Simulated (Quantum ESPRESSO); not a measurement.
Pd:

```
Pd
1.0
     0.00000    1.94650    1.94650
     1.94650    0.00000    1.94650
     1.94650    1.94650    0.00000
Pd
1
Direct
  0.00000 0.00000 0.00000
```

```yaml
Program: Quantum ESPRESSO 7.5
Task: phonons and electron-phonon coupling
Functional: PBE
Potentials_or_basis: GBRV 1.5 PBE
Cutoff: 612 eV
Density_cutoff: 4898 eV
k_mesh: 8 × 8 × 8
Occupations: methfessel-paxton, width 0.272 eV
Spin: no spin polarisation
Mixing_beta: 0.5
Most_SCF_iterations: 120
SCF_threshold: 2e-10 Ry
q_mesh: 4 × 4 × 4
```

The cell and the atoms were relaxed first, to 15.40 Å³/atom (a = 2.793 Å, b = 2.793 Å, c = 2.793 Å, α = 60.00°, β = 60.00°, γ = 60.00°), and the response was taken there.

Question: Is this structure dynamically stable at this level, and how far does the spectrum reach?

Answer: Yes, as far as this q mesh shows: no mode on the path is imaginary. The highest frequency is 219 cm⁻¹.

Phonon frequencies at the corners of the path (cm⁻¹, interpolated; i marks imaginary ones):
```
point  frequencies
    Γ        0 0 0
    X  141 141 208
    W  140 171 171
    K  127 165 188
    L  105 105 219
    U  127 165 188
```

Harmonic thermodynamics per atom at this volume (zero-point energy 25.6 meV, Debye temperature from the second moment 267 K):
| T (K) | free energy (meV) | entropy (k_B) | heat capacity Cv (k_B) |
| --- | --- | --- | --- |
| 50 | 25.0 | 0.47 | 1.05 |
| 100 | 20.5 | 1.60 | 2.17 |
| 200 | -1.4 | 3.34 | 2.75 |
| 298.15 | -34.7 | 4.47 | 2.88 |
| 500 | -126.6 | 5.98 | 2.96 |
| 800 | -300.7 | 7.38 | 2.98 |

Phonon states per cell in windows of 10 cm⁻¹ (negative: imaginary):
```csv
from (cm⁻¹),total
0,0.00
10,0.00
20,0.01
30,0.02
40,0.03
50,0.04
60,0.06
70,0.08
80,0.11
90,0.16
100,0.26
110,0.30
120,0.30
130,0.30
140,0.20
150,0.18
160,0.12
170,0.08
180,0.28
190,0.33
200,0.12
210,0.03
```

Caveat: the k mesh is coarse; the mesh is thin for the phonons of a metal; λ from interpolated matrix elements is rough: modes that symmetry makes equal can differ by tens of percent.
